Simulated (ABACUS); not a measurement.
# Ir (Fm-3m) in ABACUS: single point with rPW86PBE

Aim: the single point of Ir with rPW86PBE.

Program: ABACUS 3.10.1. These are calculated values, not measurements. Logs are shortened: lines on timing, memory, paths and dates and some standing lists are left out, and cuts for length are marked.

### 1 The crystal as given

Symmetry: Fm-3m, No. 225, cubic system. The conventional cell has a = 3.831 Å, b = 3.831 Å, c = 3.831 Å, α = 90.00°, β = 90.00°, γ = 90.00°. Around Ir (site symmetry m-3m) lie 12 Ir at 2.71 Å.

### 2 Single point, rPW86PBE

File run_abacus.py:

```python
"""ABACUS run from a structure file: ASE reads it, the script writes STRU, KPT and INPUT."""
import re
import subprocess
import spglib
from ase import Atoms
from ase.io import read
from ase.units import Bohr

atoms = read("Ir.cif")
cell, frac, numbers = spglib.standardize_cell((atoms.cell[:], atoms.get_scaled_positions(), atoms.numbers), to_primitive=True, symprec=1e-4)
atoms = Atoms(numbers=numbers, cell=cell, scaled_positions=frac, pbc=True)  # the primitive cell
atoms = atoms[(-atoms.numbers).argsort(kind="stable")]  # ABACUS lists atoms element by element
pseudo = {'Ir': 'Ir.upf'}
orbital = {}
magmoms = None
kmesh = [10, 10, 10]
params = {
    'suffix': 'Ir',
    'calculation': 'scf',
    'basis_type': 'pw',
    'pseudo_dir': './',
    'symmetry': 1,
    'dft_functional': 'GGA_X_RPW86+GGA_C_PBE',
    'ecutwfc': 68,
    'pseudo_rcut': 10,
    'nspin': 1,
    'nbands': 19,
    'ks_solver': 'dav',
    'smearing_method': 'fd',
    'smearing_sigma': 0.00367493,
    'scf_thr': 1e-08,
    'scf_nmax': 100,
    'mixing_type': 'broyden',
    'mixing_beta': 0.7,
    'cal_force': 1,
    'cal_stress': 1,
    'out_chg': 1,
    'kpar': 4,
}

symbols = atoms.get_chemical_symbols()
elements = list(dict.fromkeys(symbols))
lines = ["ATOMIC_SPECIES"] + [f"{e} {atoms.get_masses()[symbols.index(e)]:.4f} {pseudo[e]}" for e in elements]
if orbital:
    lines += ["", "NUMERICAL_ORBITAL"] + [orbital[e] for e in elements]
lines += ["", "LATTICE_CONSTANT", f"{1 / Bohr:.10f}", "", "LATTICE_VECTORS"]
lines += [" ".join(f"{x:.10f}" for x in v) for v in atoms.cell]
lines += ["", "ATOMIC_POSITIONS", "Direct"]
for e in elements:
    lines += ["", e, "0.0", str(symbols.count(e))]
    for i, p in enumerate(atoms.get_scaled_positions(wrap=False)):
        if symbols[i] == e:
            mag = "" if magmoms is None else " mag " + " ".join(str(x) for x in (magmoms[i] if isinstance(magmoms[i], list) else [magmoms[i]]))
            lines.append(" ".join(f"{x:.10f}" for x in p) + " 1 1 1" + mag)
open("STRU", "w").write("\n".join(lines) + "\n")
open("KPT", "w").write("K_POINTS\n0\nGamma\n%d %d %d 0 0 0\n" % tuple(kmesh))
open("INPUT", "w").write("INPUT_PARAMETERS\n" + "".join(f"{k:<20s}{v}\n" for k, v in params.items()))

done = subprocess.run(['mpirun', '-np', '4', 'abacus'])
if done.returncode:
    raise SystemExit(done.returncode)
log = open("OUT.Ir/running_scf.log").read()
print("final energy (eV):", re.findall(r"FINAL_ETOT_IS (\S+)", log))
```

File Ir.cif:

```cif
data_Ir
_cell_length_a 3.83120000
_cell_length_b 3.83120000
_cell_length_c 3.83120000
_cell_angle_alpha 90.00000000
_cell_angle_beta 90.00000000
_cell_angle_gamma 90.00000000
_space_group_name_H-M_alt 'Fm-3m'
_space_group_name_Hall '-F 4 2 3'
_space_group_IT_number 225
loop_
_space_group_symop_operation_xyz
'x,y,z'
'-x,-y,-z'
'-y,x,z'
'y,-x,-z'
'-x,-y,z'
'x,y,-z'
'y,-x,z'
'-y,x,-z'
'x,-y,-z'
'-x,y,z'
'-y,-x,-z'
'y,x,z'
'-x,y,-z'
'x,-y,z'
'y,x,-z'
'-y,-x,z'
'z,x,y'
'-z,-x,-y'
'z,-y,x'
'-z,y,-x'
'z,-x,-y'
'-z,x,y'
'z,y,-x'
'-z,-y,x'
'-z,x,-y'
'z,-x,y'
'-z,-y,-x'
'z,y,x'
'-z,-x,y'
'z,x,-y'
'-z,y,x'
'z,-y,-x'
'y,z,x'
'-y,-z,-x'
'x,z,-y'
'-x,-z,y'
'-y,z,-x'
'y,-z,x'
'-x,z,y'
'x,-z,-y'
'-y,-z,x'
'y,z,-x'
'-x,-z,-y'
'x,z,y'
'y,-z,-x'
'-y,z,x'
'x,-z,y'
'-x,z,-y'
'x,y+1/2,z+1/2'
'-x,-y+1/2,-z+1/2'
'-y,x+1/2,z+1/2'
[... 62 lines left out ...]
'-z+1/2,-x,-y+1/2'
'z+1/2,-y,x+1/2'
'-z+1/2,y,-x+1/2'
'z+1/2,-x,-y+1/2'
'-z+1/2,x,y+1/2'
'z+1/2,y,-x+1/2'
'-z+1/2,-y,x+1/2'
'-z+1/2,x,-y+1/2'
'z+1/2,-x,y+1/2'
'-z+1/2,-y,-x+1/2'
'z+1/2,y,x+1/2'
'-z+1/2,-x,y+1/2'
'z+1/2,x,-y+1/2'
'-z+1/2,y,x+1/2'
'z+1/2,-y,-x+1/2'
'y+1/2,z,x+1/2'
'-y+1/2,-z,-x+1/2'
'x+1/2,z,-y+1/2'
'-x+1/2,-z,y+1/2'
'-y+1/2,z,-x+1/2'
'y+1/2,-z,x+1/2'
'-x+1/2,z,y+1/2'
'x+1/2,-z,-y+1/2'
'-y+1/2,-z,x+1/2'
'y+1/2,z,-x+1/2'
'-x+1/2,-z,-y+1/2'
'x+1/2,z,y+1/2'
'y+1/2,-z,-x+1/2'
'-y+1/2,z,x+1/2'
'x+1/2,-z,y+1/2'
'-x+1/2,z,-y+1/2'
'x+1/2,y+1/2,z'
'-x+1/2,-y+1/2,-z'
'-y+1/2,x+1/2,z'
'y+1/2,-x+1/2,-z'
'-x+1/2,-y+1/2,z'
'x+1/2,y+1/2,-z'
'y+1/2,-x+1/2,z'
'-y+1/2,x+1/2,-z'
'x+1/2,-y+1/2,-z'
'-x+1/2,y+1/2,z'
'-y+1/2,-x+1/2,-z'
'y+1/2,x+1/2,z'
'-x+1/2,y+1/2,-z'
'x+1/2,-y+1/2,z'
'y+1/2,x+1/2,-z'
'-y+1/2,-x+1/2,z'
'z+1/2,x+1/2,y'
'-z+1/2,-x+1/2,-y'
'z+1/2,-y+1/2,x'
'-z+1/2,y+1/2,-x'
'z+1/2,-x+1/2,-y'
'-z+1/2,x+1/2,y'
'z+1/2,y+1/2,-x'
'-z+1/2,-y+1/2,x'
'-z+1/2,x+1/2,-y'
'z+1/2,-x+1/2,y'
'-z+1/2,-y+1/2,-x'
'z+1/2,y+1/2,x'
'-z+1/2,-x+1/2,y'
'z+1/2,x+1/2,-y'
'-z+1/2,y+1/2,x'
'z+1/2,-y+1/2,-x'
'y+1/2,z+1/2,x'
'-y+1/2,-z+1/2,-x'
'x+1/2,z+1/2,-y'
'-x+1/2,-z+1/2,y'
'-y+1/2,z+1/2,-x'
'y+1/2,-z+1/2,x'
'-x+1/2,z+1/2,y'
'x+1/2,-z+1/2,-y'
'-y+1/2,-z+1/2,x'
'y+1/2,z+1/2,-x'
'-x+1/2,-z+1/2,-y'
'x+1/2,z+1/2,y'
'y+1/2,-z+1/2,-x'
'-y+1/2,z+1/2,x'
'x+1/2,-z+1/2,y'
'-x+1/2,z+1/2,-y'
loop_
_atom_site_label
_atom_site_type_symbol
_atom_site_symmetry_multiplicity
_atom_site_Wyckoff_symbol
_atom_site_fract_x
_atom_site_fract_y
_atom_site_fract_z
_atom_site_occupancy
Ir1 Ir 4 a 0.0000000000 0.0000000000 0.0000000000 1
```

Potentials or basis: Ansatz NC PBE, plane waves.

Command:

```bash
> OMP_NUM_THREADS=1 python run_abacus.py > log
```

running log:

```text
[... set-up lines left out ...]
 PW ALGORITHM --------------- ION=   1  ELEC=   1--------------------------------
 Notice: Threshold on eigenvalues was too large.
 hsover_error=0.17 > DRHO=0.0136953
 Origin diag ethr = 0.01
 New diag ethr = 8.05604e-05

 Density error is 0.0135187197179
                          Error Threshold = 8.05604324733e-05
----------------------------------------------------------
     Energy           Rydberg                 eV
----------------------------------------------------------
 E_KohnSham     -264.3363414490      -3596.4804321801
 E_Harris       -265.2197341990      -3608.4996071524
 E_Fermi        1.9776508023         26.9073195658
----------------------------------------------------------

 PW ALGORITHM --------------- ION=   1  ELEC=   2--------------------------------

 Density error is 0.00103369756004
                          Error Threshold = 7.95218806936e-05
----------------------------------------------------------
     Energy           Rydberg                 eV
----------------------------------------------------------
 E_KohnSham     -264.3392458839      -3596.5199490444
 E_Harris       -264.1161694398      -3593.4848383146
 E_Fermi        1.9441521003         26.4515463425
----------------------------------------------------------

 PW ALGORITHM --------------- ION=   1  ELEC=   3--------------------------------

 Density error is 8.2085049203e-05
                          Error Threshold = 6.08057388258e-06
----------------------------------------------------------
     Energy           Rydberg                 eV
----------------------------------------------------------
 E_KohnSham     -264.3395134198      -3596.5235890574
 E_Harris       -264.3808705694      -3597.0862819441
 E_Fermi        1.9515566003         26.5522897331
----------------------------------------------------------

 PW ALGORITHM --------------- ION=   1  ELEC=   4--------------------------------

 Density error is 4.21344953454e-07
                          Error Threshold = 4.82853230606e-07
----------------------------------------------------------
     Energy           Rydberg                 eV
----------------------------------------------------------
 E_KohnSham     -264.3395213983      -3596.5236976103
 E_Harris       -264.3406362287      -3596.5388656553
 E_Fermi        1.9500911346         26.5323510495
----------------------------------------------------------

 PW ALGORITHM --------------- ION=   1  ELEC=   5--------------------------------

 Density error is 2.09940292501e-08
                          Error Threshold = 2.4784997262e-09
----------------------------------------------------------
     Energy           Rydberg                 eV
----------------------------------------------------------
 E_KohnSham     -264.3395215974      -3596.5237003188
 E_Harris       -264.3388829024      -3596.5150104268
 E_Fermi        1.9500532180         26.5318351685
----------------------------------------------------------

 PW ALGORITHM --------------- ION=   1  ELEC=   6--------------------------------

 Density error is 4.57648424101e-10
                          Error Threshold = 1.23494289706e-10
----------------------------------------------------------
     Energy           Rydberg                 eV
----------------------------------------------------------
 E_KohnSham     -264.3395216023      -3596.5237003853
 E_KS(sigma->0) -264.3392086281      -3596.5194421529
 E_Harris       -264.3394790338      -3596.5231212109
 E_band         -5.3091967777        -72.2353279793
 E_one_elec     -31.4264614225       -427.5789433227
 E_Hartree      28.9668764394        394.1145728377
 E_xc           -78.8627343437       -1072.9825469345
 E_Ewald        -183.0165763271      -2490.0682665009
 E_entropy(-TS) -0.0006259484        -0.0085164648
 E_descf        0.0000000000         0.0000000000
 E_exx          0.0000000000         0.0000000000
 E_Fermi        1.9500677010         26.5320322194
----------------------------------------------------------

 charge density convergence is achieved
 final etot is -3596.5237004 eV
 EFERMI = 26.532032219 eV

 STATE ENERGY(eV) AND OCCUPATIONS    NSPIN == 1
 1/12 kpoint (Cartesian) = 0.0000 0.0000 0.0000 (893 pws)
       1       -66.5469     0.00200000
       2       -22.9059     0.00200000
       3       -22.9059     0.00200000
       4       -22.9059     0.00200000
       5        15.2990     0.00200000
       6        22.5512     0.00200000
[... 11 lines left out ...]
      18        60.4743        0.00000
      19        63.6851        0.00000

 2/12 kpoint (Cartesian) = 0.026101 0.026101 0.026101 (914 pws)
       1       -66.5404      0.0160000
       2       -22.9861      0.0160000
       3       -22.9169      0.0160000
       4       -22.9169      0.0160000
       5        15.7417      0.0160000
       6        22.3252      0.0160000
[... 11 lines left out ...]
      18        58.2109        0.00000
      19        64.0240        0.00000

 3/12 kpoint (Cartesian) = 0.052203 0.052203 0.052203 (914 pws)
       1       -66.5235      0.0160000
       2       -23.1927      0.0160000
       3       -22.9455      0.0160000
       4       -22.9455      0.0160000
       5        16.8880      0.0160000
       6        21.9790      0.0160000
[... 11 lines left out ...]
      18        58.6517        0.00000
      19        64.2958        0.00000

 4/12 kpoint (Cartesian) = 0.078304 0.078304 0.078304 (905 pws)
       1       -66.5025      0.0160000
       2       -23.4422      0.0160000
       3       -22.9807      0.0160000
       4       -22.9807      0.0160000
       5        17.9960      0.0160000
       6        22.4488      0.0160000
[... 11 lines left out ...]
      18        63.8321        0.00000
      19        64.2764        0.00000

 5/12 kpoint (Cartesian) = 0.10441 0.10441 0.10441 (899 pws)
       1       -66.4855      0.0160000
       2       -23.6395      0.0160000
       3       -23.0089      0.0160000
       4       -23.0089      0.0160000
       5        18.3065      0.0160000
       6        22.5600      0.0160000
[... 11 lines left out ...]
      18        63.7167        0.00000
      19        63.7167        0.00000

 6/12 kpoint (Cartesian) = 0.13051 0.13051 0.13051 (886 pws)
       1       -66.4790     0.00800000
       2       -23.7138     0.00800000
       3       -23.0197     0.00800000
       4       -23.0197     0.00800000
       5        18.3022     0.00800000
       6        22.4296     0.00800000
[... 11 lines left out ...]
      18        62.1027        0.00000
      19        63.0629        0.00000

[... levels at 6 further k points ...]

------------------------------------------------------------------------------------------
 TOTAL-FORCE (eV/Angstrom)
------------------------------------------------------------------------------------------
                       Ir1         0.0000000000         0.0000000000         0.0000000000
------------------------------------------------------------------------------------------

----------------------------------------------------------------
 TOTAL-STRESS (KBAR)
----------------------------------------------------------------
       295.1751819695        -0.0000000000        -0.0000000000
        -0.0000000000       295.1751819695         0.0000000000
        -0.0000000000         0.0000000000       295.1751819695
----------------------------------------------------------------
 TOTAL-PRESSURE: 295.175182 KBAR

 --------------------------------------------
 !FINAL_ETOT_IS -3596.5237003852626003 eV
 --------------------------------------------
```

It took 5 s on 4 MPI ranks of Intel Xeon 6975P-C (Granite Rapids), shared host; peak memory 0.32 GiB.

Results:

```
Free energy            : -3596.5237 eV
Pressure               : 29.5 GPa
Band gap on the k mesh : none (metal or under the smearing width)
```

Caveat: a pressure of tens of GPa on the cell as given is suspect, and the run, the potentials or the cell itself is likely at fault; the potentials were made for another functional, which shifts forces and pressure.
